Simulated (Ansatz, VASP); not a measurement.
Pt in VASP and in Ansatz

INCAR

```
SYSTEM = Pt
PREC = Accurate
ENCUT = 520
EDIFF = 1E-7
ISMEAR = -1
SIGMA = 0.08
LREAL = .False.
LASPH = .True.
NELM = 60
ALGO = Normal
ISIF = 2
LWAVE = .False.
LCHARG = .False.
GGA = PS
NBANDS = 11
```

Contents of KPOINTS:

```
Automatic mesh
0
Gamma
  18 18 18
  0 0 0
```

The input POSCAR:

```
Pt
1.0
    0.0000000000      1.9595892982      1.9595892982
    1.9595892982      0.0000000000      1.9595892982
    1.9595892982      1.9595892982      0.0000000000
Pt
1
Direct
    0.0000000000      0.0000000000      0.0000000000
```

Input for Ansatz:

```yaml
crystal:
  lattice:
    - [0.0, 1.95958929823, 1.95958929823]
    - [1.95958929823, 0.0, 1.95958929823]
    - [1.95958929823, 1.95958929823, 0.0]
  atoms:
    - { symbol: Pt, position: [0.0, 0.0, 0.0] }
kpoints:
  mp_grid: { grid: [18, 18, 18] }
scf:
  occupations: { method: fermi_dirac, width: 0.08 }
hamiltonian:
  xc: pbesol
  pseudopotentials: { kind: paw }
output:
  forces: true
  stress: true
  eigenvalues: true
  eigenstates:
    nscf_kmesh: { grid: [24, 24, 24] }
    de_dk: true
    e_range: [-14, 14]
  optics:
    e_range: [0, 20]
    de: 0.2
    sigma: 0.15
    bands: { spectra_wanted_up_to: 20 }
    nscf_kmesh: { grid: [24, 24, 24] }
    drude_damping: 0.1
checkpoint:
  write: ck
  write_wavefunctions: false
```

Alike in both runs: task single point; functional PBEsol; k mesh 18 × 18 × 18; occupations fermi-dirac, width 0.08 eV; no spin polarisation.

```csv
,VASP,Ansatz
version,VASP 6.6.1,Ansatz 0.2.0
potentials or method,"VASP PAW PBE potentials, release 64 (Pt)","PAW with Ansatz's default frozen-core files, scalar-relativistic"
plane-wave cutoff (eV),520,420
valence electrons in the cell,10,18
```

Ansatz gave:

- pressure (GPa): 0.0

Problem. Which values does VASP return?

Solution. Pressure (GPa): -0.4.

The two sets of potentials don't hold the same shells in valence. Ansatz warned: «optics_on_partly_filled_bands».

Caveats: the PAW data sets were made with another functional, which shifts forces and pressure a little (VASP). The runs have no spin-orbit coupling, so splittings on Pt are missing.
